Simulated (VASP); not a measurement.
The system is GaP.

```
Ga P
1.0
     0.00000    2.71842    2.71842
     2.71842    0.00000    2.71842
     2.71842    2.71842    0.00000
Ga P
1 1
Direct
  0.00000 0.00000 0.00000
  0.25000 0.25000 0.25000
```

Base run:

```yaml
Program: VASP 6.6.1
Functional: TB-mBJ
Potentials_or_basis: VASP PAW PBE potentials, release 64 (Ga_d, P)
Cutoff: 520 eV
k_mesh: 8 × 8 × 8
Occupations: gaussian, width 0.03 eV
Spin: no spin polarisation
```

Its results: band gap on the k mesh 2.41 eV, indirect (least direct gap 3.01 eV).

Q: The run is repeated on the same cell with these changes: functional from TB-mBJ to r2SCAN. What comes out?

A: Band gap on the k mesh 1.89 eV, indirect (least direct gap 2.41 eV).

A k mesh can miss the band edges.
